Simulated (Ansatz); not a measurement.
# ZrSe2 (P-3m1) in Ansatz: band structure with LDA

Aim: the band structure of ZrSe2 with LDA.

Program: Ansatz 0.2.0. These are calculated values, not measurements. Logs are shortened: lines on timing, memory, paths and dates and some standing lists are left out, and cuts for length are marked.

**What was measured.**

“Stress-Tuned Optical Transitions in Layered 1T-MX2 (M= Hf, Zr, Sn; X= S, Se) Crystals”, 2022, arxiv:2210.12074 quotes, for a bulk crystal of ZrSe2: band gap 1.2 eV (indirect).

The runs below are set against these values where they give the same quantity.

**1. Starting point**

It takes space group P-3m1 (No. 164, trigonal). The conventional cell has a = 3.798 Å, b = 3.798 Å, c = 6.192 Å, α = 90.00°, β = 90.00°, γ = 120.00°. Zr (site symmetry -3m) is surrounded by 6 Se at 2.68 Å. Se (site symmetry 3m) is surrounded by 3 Zr at 2.68 Å.

**2. Band structure, LDA**

Contents of input.yaml:

```yaml
crystal:
  lattice:
    - [3.798, 0.0, 0.0]
    - [-1.899, 3.2891644836, 0.0]
    - [0.0, 0.0, 6.192]
  atoms:
    - { symbol: Zr, position: [0.0, 0.0, 0.0] }
    - { symbol: Se, position: [0.6666666667, 0.3333333333, 0.75] }
    - { symbol: Se, position: [0.3333333333, 0.6666666667, 0.25] }
hamiltonian:
  xc: lda
  pseudopotentials: { kind: paw }
kpoints:
  mp_grid: { grid: [8, 8, 5] }
  band_path:
    path:
      - [[0.0, 0.0, 0.0], [0.5, 0.0, 0.0], [0.3333333333, 0.3333333333, 0.0], [0.0, 0.0, 0.0], [0.0, 0.0, 0.5], [0.5, 0.0, 0.5], [0.3333333333, 0.3333333333, 0.5], [0.0, 0.0, 0.5]]
      - [[0.5, 0.0, 0.5], [0.5, 0.0, 0.0]]
      - [[0.3333333333, 0.3333333333, 0.0], [0.3333333333, 0.3333333333, 0.5]]
    npoints: 14
scf:
  occupations: { method: fermi_dirac, width: 0.05 }
  n_extra_bands: 7
output:
  forces: true
  stress: true
  eigenvalues: true
  fatbands: true
```

Potentials or basis: Ansatz PAW.

Run with:

```
> ansatz run input.yaml --threads 2 --pin off --max-ram 5632MiB --backend cpu --events-out ev --progress --plain --runs-dir out
```

The program printed:

```text
Warning: RAYON_NUM_THREADS=2 ignored (pool sized by the plan → 2); use --threads N
scf.n_extra_bands = 7 over 22 filled bands (N_el = 44.0): the run solves 29 bands
Engine: ansatz 0.2.0, x86_64-unknown-linux-gnu
Pseudopotentials: kind: paw
Pseudopotential: Zr, paw, valence charge 12, recommended cutoff 420 eV (normal), Zr.paw.azcp
Pseudopotential: Se, paw, valence charge 16, recommended cutoff 420 eV (normal), Se.paw.azcp
Functional definition: SPW92
  exchange = slater_x
  correlation = pw_c
Crystal: 3 atoms, lattice volume = 77.352 Å³
Basis set: ecut = 420 eV, 1521 PW (Γ)
Bands: 29, of which v1, the nominal top of the filled ones, is band 22 counted from 1 (21 counted from 0)
Symmetry: 12 space group operations
Space group: P-3m1 (ITA 164), of the structure as read, at distance tolerance 4.3e-5 Å
k-points: 40 of 320
Non-local potential: Zr, projectors of the file, l = 0: 3, l = 1: 2, l = 2: 2, l = 3: 2
Non-local potential: Se, projectors of the file, l = 0: 2, l = 1: 2, l = 2: 3, l = 3: 1
PAW form: soft (Blöchl's): semilocal exchange-correlation on the pseudo side does not see the compensation charge
PAW frozen core: Zr, regenerated for the run's functional, and the local potential with it (the file was generated under x = pbe(κ = 0.804, μ = 0.2195149727645171), c = pbe(β = 0.06672455060314922))
PAW frozen core: Se, regenerated for the run's functional, and the local potential with it (the file was generated under x = pbe(κ = 0.804, μ = 0.2195149727645171), c = pbe(β = 0.06672455060314922))
PAW one-centre angular grid: Zr, 590 points (default); XC on 64 Gauss nodes
PAW one-centre angular grid: Se, 590 points (default); XC on 64 Gauss nodes
Initial density: superposition of atomic densities (neutral atoms: chi_scale 0, normalization atom), corrected by the library's trained network
Initial wavefunctions: pseudopotential atomic-orbital guess
Functional: x = slater, c = lda
SCF iter   1: F=—  HF=-14847.969506 eV  |F-HF|=—  |Δ(HF+E_count)|=         —  Δρ=4.56e-3  dr2=6.99e-3  ethr=1.77e-3  ⟨swp⟩=5.8  Hψ=4858  notcnv=0  defer=14
preconditioner: auto → Resta (q_TF=auto, 2.483 Å⁻¹)  ε∞=4.5  [insulator: Δε(μ)=0.329 eV  Ē_g=8.965 eV  σ=0.050 eV  W_gap=0.93  n_scr=22 (ndim 8)  ℏωp=16.9 eV  f_vac=0.068  D(μ)=0.06/eV (n_scr^D=0)  ε∞_Penn≈4.5]
SCF iter   2: F=—  HF=-14847.968006 eV  |F-HF|=—  |Δ(HF+E_count)|=   1.50e-3  Δρ=2.53e-3  dr2=1.99e-3  ethr=1.59e-5  ⟨swp⟩=1.7  Hψ=1632  notcnv=0  defer=18
SCF iter   3: F=—  HF=-14847.967892 eV  |F-HF|=—  |Δ(HF+E_count)|=   1.14e-4  Δρ=5.21e-4  dr2=2.68e-4  ethr=4.52e-6  ⟨swp⟩=2.5  Hψ=1482  notcnv=0  defer=18
SCF iter   4: F=—  HF=-14847.967866 eV  |F-HF|=—  |Δ(HF+E_count)|=   2.64e-5  Δρ=1.58e-4  dr2=3.13e-5  ethr=6.10e-7  ⟨swp⟩=2.5  Hψ=1736  notcnv=0  defer=18
SCF iter   5: F=—  HF=-14847.967867 eV  |F-HF|=—  |Δ(HF+E_count)|=   1.43e-6  Δρ=3.57e-5  dr2=1.27e-6  ethr=7.12e-8  ⟨swp⟩=2.0  Hψ=1350  notcnv=0  defer=18
SCF iter   6: F=—  HF=-14847.967868 eV  |F-HF|=—  |Δ(HF+E_count)|=   4.67e-7  Δρ=1.10e-5  dr2=1.46e-7  ethr=2.89e-9  ⟨swp⟩=2.0  Hψ=1350  notcnv=0  defer=18
SCF iter   7: F=-14847.967868 eV  HF=-14847.967868 eV  |F-HF|=1.60e-8  |Δ(HF+E_count)|=   7.05e-8  Δρ=2.81e-6  dr2=1.02e-8  ethr=2.27e-10  ⟨swp⟩=7.5  Hψ=4545  notcnv=0
SCF 1 converged in 7 iterations: F = -14847.967868 eV  dr2 = 1.02e-8
NSCF: frozen V_eff on 129 k-points
SCF converged after 7 iterations
Free energy (F): -14847.967868 eV
Harris-Foulkes:  -14847.967868 eV  (|F-HF|=1.60e-8)
Internal energy: -14847.967145 eV  (E = F + TS)
E sigma→0 (E₀):  -14847.967506 eV
Entropy (-TS):   -0.000723 eV (-0.241 meV/atom)
Fermi energy:    8.579588 eV
--- Per-component energies (eV) ---
  E_band       = -913.637625
  E_kinetic    = 571.461314
  E_local      = -5922.784572  (includes V_loc(G=0)·N_el)
  E_nonlocal   = -1096.607520
  E_hartree    = 2788.738116
  E_xc         = -368.384102
  E_vxc        = -388.490399  (∫ρ·V_xc dr)
  E_paw        = -6501.892889  (= ΣΔE_a)
  E_vpaw       = 345.310280  (= ΣTr[D̂ρ^β])
  E_aug_tail   = -0.001190  (compensation charges beyond the density's cutoff)
  E_ewald      = -4323.301427
  E_core_change = 4.805125  (= ΣΔE_core)
  E_smearing   = -0.000723  (= −TS)
  E_closure    = 0.000000  (closes the sum)
  Σ components = -14847.967868   (vs F -14847.967868, Δ=0.00e0)
--- Forces (eV/Å), atoms counted from 1 ---
  atom   1  Zr     0.00000000     0.00000000     0.00000000
  atom   2  Se    -0.00000000    -0.00000000     0.08255319
  atom   3  Se     0.00000000     0.00000000    -0.08255319
  max |Σ_I F_I| component: 7.89e-31 eV/Å
--- Stress (GPa, compression-positive) ---
       -3.796278       0.000000       0.000000
        0.000000      -3.796278      -0.000000
        0.000000      -0.000000      -1.915892
  P = ⅓ Tr σ = -3.1695 GPa (-31.695 kbar)
--- Band table (eV; the first three rows and the last of 40) ---
  k-point 0: bands = ["-40.9041", "-38.6588", "-38.6588", "-38.6587", "-38.6587", "-38.6527", "-38.6525", "-38.6511", "-38.6511", "-38.6509", "-38.6509", "-19.0033", "-18.8951", "-18.8951", "-4.8414", "-3.5866", "3.7059", "5.6995", "5.6995", "8.3778", "8.3778", "8.4273", "9.4092", "9.4092", "9.9242", "12.7464", "12.7464", "12.8983", "13.3706"]
  k-point 1: bands = ["-40.9041", "-38.6589", "-38.6589", "-38.6586", "-38.6586", "-38.6527", "-38.6525", "-38.6511", "-38.6511", "-38.6509", "-38.6509", "-19.0034", "-18.8951", "-18.8951", "-4.7697", "-3.6974", "3.9871", "5.7154", "5.7154", "7.6792", "8.3186", "8.3186", "9.3997", "9.3997", "10.1521", "12.8797", "12.8797", "13.4586", "13.5608"]
  k-point 2: bands = ["-40.9041", "-38.6589", "-38.6589", "-38.6585", "-38.6585", "-38.6526", "-38.6526", "-38.6512", "-38.6512", "-38.6509", "-38.6509", "-19.0036", "-18.8951", "-18.8951", "-4.6125", "-3.9158", "4.6474", "5.7421", "5.7421", "6.5557", "8.2257", "8.2257", "9.3837", "9.3837", "10.2857", "13.1073", "13.1073", "13.7704", "14.7023"]
  k-point 39: bands = ["-40.8936", "-38.6588", "-38.6587", "-38.6586", "-38.6551", "-38.6523", "-38.6522", "-38.6509", "-38.6508", "-38.6507", "-38.6506", "-19.0475", "-18.9954", "-18.9530", "-3.7383", "-3.5875", "4.3709", "4.7283", "5.3906", "5.9891", "6.3214", "6.6772", "9.8691", "10.6486", "10.7580", "12.7739", "13.5856", "15.1203", "15.9260"]
```

It took 4.6 s on 2 threads of Intel Xeon Platinum 8488C (Sapphire Rapids), shared host; peak memory 0.46 GiB.

What came out:

```
Free energy             : -14847.9679 eV
Pressure                : -3.2 GPa
Largest force           : 0.083 eV/Å
Band gap on the k mesh  : 0.33 eV, indirect (least direct gap 0.98 eV)
Band gap along the path : 0.29 eV, indirect (least direct gap 0.98 eV)
```

Forces on the atoms (eV/Å):
```
Zr   0.000  0.000  0.000
Se   0.000  0.000  0.083
Se   0.000  0.000 -0.083
```

Levels at the corners of the path, in eV from the valence-band top:
| point | band 20 | band 21 | band 22 | band 23 | band 24 | band 25 |
| --- | --- | --- | --- | --- | --- | --- |
| Γ | -0.06 | -0.06 | -0.01 | 0.98 | 0.98 | 1.49 |
| M | -2.51 | -2.16 | -1.37 | 0.49 | 2.43 | 2.77 |
| K | -2.33 | -2.33 | -1.75 | 1.61 | 2.53 | 2.53 |
| Γ | -0.06 | -0.06 | -0.01 | 0.98 | 0.98 | 1.49 |
| A | -2.12 | -0.22 | -0.22 | 0.95 | 0.95 | 1.86 |
| L | -2.54 | -1.05 | -0.98 | 0.29 | 2.43 | 2.75 |
| H | -2.39 | -2.01 | -2.01 | 1.67 | 2.12 | 2.12 |
| A | -2.12 | -0.22 | -0.22 | 0.95 | 0.95 | 1.86 |
| L | -2.54 | -1.05 | -0.98 | 0.29 | 2.43 | 2.75 |
| M | -2.51 | -2.16 | -1.37 | 0.49 | 2.43 | 2.77 |
| K | -2.33 | -2.33 | -1.75 | 1.61 | 2.53 | 2.53 |
| H | -2.39 | -2.01 | -2.01 | 1.67 | 2.12 | 2.12 |

Caveat: the PAW data sets come from PBE, with cores solved anew for the run's functional, which leaves a small shift of forces and pressure.

**3. How close it comes**

Step 2. Measured gap of ZrSe2: 1.2 eV (indirect; quoted in “Stress-Tuned Optical Transitions in Layered 1T-MX2 (M= Hf, Zr, Sn; X= S, Se) Crystals”, 2022, arxiv:2210.12074). This calculation gives 0.29 eV (-0.91 eV). Spin-orbit coupling on Se, Zr is left out. The value is that of LDA, without temperature or zero-point motion. Semilocal functionals fall short of measured gaps as a rule.
